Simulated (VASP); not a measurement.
Crystal: TiS2.

```
CELL_PARAMETERS angstrom
3.39256 0.00000 0.00000
-1.69628 2.93804 0.00000
0.00000 0.00000 5.76045
ATOMIC_POSITIONS crystal
Ti 0.00000 0.00000 0.00000
S 0.33333 0.66667 0.25520
S 0.66667 0.33333 0.74480
```

The cell was built by a generator and needn't be a form met in nature.

- Program: VASP 6.6.1
- Task: relaxation of cell and atoms
- Functional: PBE
- Dispersion: D3(BJ)
- Potentials or basis: VASP PAW PBE potentials, release 64 (Ti_sv, S)
- Cutoff: 600 eV
- k mesh: 12 × 12 × 7
- Occupations: methfessel-paxton, width 0.1 eV
- Spin: no spin polarisation

At the start: pressure -4.7 GPa; volume 19.14 Å³/atom.

Q: How do energy, volume and symmetry change on relaxing?

A: Over 14 steps the energy falls by 16.4 meV/atom and the volume is 17.97 Å³/atom (-6.1 %); space group P-3m1 (No. 164, to 0.05 Å).

Step by step:
```csv
step,energy change (eV),largest force (eV/Å),pressure (GPa),volume (Å³)
1,0.0000,0.5825,-4.67,57.42
2,0.0058,0.8164,5.70,52.90
3,-0.0439,0.0558,-0.09,55.16
4,-0.0439,0.0701,-0.01,55.11
5,-0.0449,0.0737,-0.03,55.03
6,-0.0469,0.0827,-0.11,54.79
7,-0.0459,0.0924,-0.19,54.30
8,-0.0473,0.0898,-0.11,54.62
9,-0.0482,0.0410,-0.26,54.46
10,-0.0488,0.0409,-0.46,54.18
11,-0.0490,0.0086,0.08,53.78
12,-0.0491,0.0172,-0.05,53.88
13,-0.0491,0.0178,-0.06,53.89
14,-0.0491,0.0069,-0.02,53.91
```

Final structure:
```
Ti S
1.0
     3.35789    0.00000    0.00000
    -1.67895    2.90802    0.00000
     0.00000    0.00000    5.52045
Ti S
1 2
Direct
  0.00000 0.00000 0.00000
  0.33333 0.66667 0.25904
  0.66667 0.33333 0.74096
```

Caveat: pairwise dispersion overbinds metals, which lowers pressure and volume.
